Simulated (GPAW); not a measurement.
Wanted: an ASE script for a GPAW 26.7.0 run.

- Task: single point
- Functional: RPBE
- Potentials or basis: the program's PAW data sets (release 1.2.1) made for this functional
- Cutoff: 600 eV
- Basis: pw
- k mesh: 13 × 13 × 13
- Occupations: gaussian, width 0.05 eV
- Spin: collinear spin, ferromagnetic start
- Starting moments: [1.0] μB
- Maxiter: 150

The structure of Ni lies in Ni.xyz:

```xyz
1
Lattice="0.0000000000 1.7375729330 1.7375729330 1.7375729330 0.0000000000 1.7375729330 1.7375729330 1.7375729330 0.0000000000" Properties=species:S:1:pos:R:3 pbc="T T T"
Ni     0.0000000000      0.0000000000      0.0000000000
```

The input as run:

run.py

```python
from ase.dft.bandgap import bandgap
from ase.io import read, write
from ase.units import Bohr, GPa
from gpaw import GPAW, PW
from gpaw.elf import elf_from_dft_calculation

atoms = read('Ni.xyz')
atoms.set_initial_magnetic_moments([1.0])

calc = GPAW(mode=PW(600),
            xc='RPBE',
            kpts={'size': (13, 13, 13), 'gamma': True},
            occupations={'name': 'methfessel-paxton', 'order': 0, 'width': 0.05},
            nbands=17,
            convergence={'density': 1e-05, 'energy': 1e-05},
            maxiter=150,
            txt='gpaw.txt')
atoms.calc = calc
energy = atoms.get_potential_energy()
forces = atoms.get_forces()
stress = atoms.get_stress()
calc.write('gs.gpw')
write('result.traj', atoms)
print(f'Energy: {energy:.6f} eV')
print('Forces (eV/A):')
print(forces.round(4))
print('Stress (GPa):', (stress / GPa).round(3))
print('Moments:', calc.get_magnetic_moments().round(3))
print('Fermi level:', round(calc.get_fermi_level(), 4), 'eV')
print(f'Gap: {bandgap(calc)[0]:.4f} eV, direct: {bandgap(calc, direct=True)[0]:.4f} eV')

# fields on the real-space grid
write('density.cube', atoms, data=calc.get_pseudo_density() * Bohr**3)
write('potential.cube', atoms, data=calc.get_electrostatic_potential())
write('spin.cube', atoms, data=(calc.get_pseudo_density(spin=0) - calc.get_pseudo_density(spin=1)) * Bohr**3)
write('elf.cube', atoms, data=elf_from_dft_calculation(calc).data)
```

Potentials or basis: the program's PAW data sets (release 1.2.1) made for this functional, pw.

Launch:

```sh
$ OMP_NUM_THREADS=1 python run.py
```

Results of the run:

| Quantity | Value |
| --- | --- |
| Pressure | 17.0 GPa |
| Band gap on the k mesh | none (metal or under the smearing width) |
| Net moment | 0.64 μB per cell |
| Site moments | Ni +0.68 μB |

Caveat: the stock nickel data set gives pressures a few GPa off other programs; so large a pressure means that the cell lies far from this level's equilibrium, or that cutoff or potentials fall short.

Run time: 17 s on 1 thread of Intel(R) Xeon(R) Platinum 8488C (Sapphire Rapids), on a shared host, peak memory 0.15 GiB.
